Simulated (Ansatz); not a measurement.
**One input, then a changed one: MgF2 (rutile type)**

First run: DFT, PBE, PAW with Ansatz's default frozen-core files, scalar-relativistic (Ansatz 0.2.0).

Command: `ansatz run input.yaml --threads 2 --pin off --max-ram 5120MiB --backend cpu --events-out ev --progress --plain --runs-dir out` It took 6.7 s on 2 threads of Intel(R) Xeon(R) Processor @ 2.50GHz (Skylake/Cascade Lake) (shared host), peak memory 0.38 GiB.

```yaml
crystal:
  lattice:
    - [4.3389283147, 0.0, 0.0]
    - [0.0, 4.3389283147, 0.0]
    - [0.0, 0.0, 2.9003393022]
  atoms:
    - { symbol: Mg, position: [0.0, 0.0, 0.0] }
    - { symbol: Mg, position: [0.5, 0.5, 0.5] }
    - { symbol: F, position: [0.3010907049, 0.3010907049, 0.0] }
    - { symbol: F, position: [0.6989092951, 0.6989092951, 0.0] }
    - { symbol: F, position: [0.8010907049, 0.1989092951, 0.5] }
    - { symbol: F, position: [0.1989092951, 0.8010907049, 0.5] }
kpoints:
  mp_grid: { grid: [7, 7, 10] }
  band_path:
    path:
      - [0.0, 0.0, 0.0]
      - [0.0, 0.5, 0.0]
      - [0.5, 0.5, 0.0]
      - [0.0, 0.0, 0.0]
      - [0.0, 0.0, 0.5]
      - [0.0, 0.5, 0.5]
      - [0.5, 0.5, 0.5]
      - [0.0, 0.0, 0.5]
      - [0.0, 0.5, 0.0]
    npoints: 8
scf:
  occupations: { method: fermi_dirac, width: 0.1 }
hamiltonian:
  xc: pbe
  pseudopotentials: { kind: paw }
output:
  forces: true
  stress: true
  eigenvalues: true
  populations: true
  dos: { projected: true, de: 0.2, e_range: [-14, 8] }
```

The cell comes from a relaxation on PAW files under the same functional, begun from a prototype that needn't be the stable phase.

This run: volume at 0.8 of the series' base cell.

It converges in 6 SCF iterations at a pressure of 33.4 GPa, cutoff 420 eV.

The input is then changed:

```diff
   occupations: { method: fermi_dirac, width: 0.1 }
+  mixing: { algorithm: broyden, beta: 0.7, ndim: 16 }
 hamiltonian:
   populations: true
-  dos: { projected: true, de: 0.2, e_range: [-14, 8] }
+basis:
+  ecutwfc: "18.4 Ry"
```

Predict the outcome of the changed run.

It converges in 6 SCF iterations at a pressure of 29.5 GPa, largest force 0.100 eV/Å, cutoff 250 eV, free energy +1.92 eV/atom against the first run's. More than one line changes, and not each need have an effect. Some of the changed settings are coarser than converged work would use.
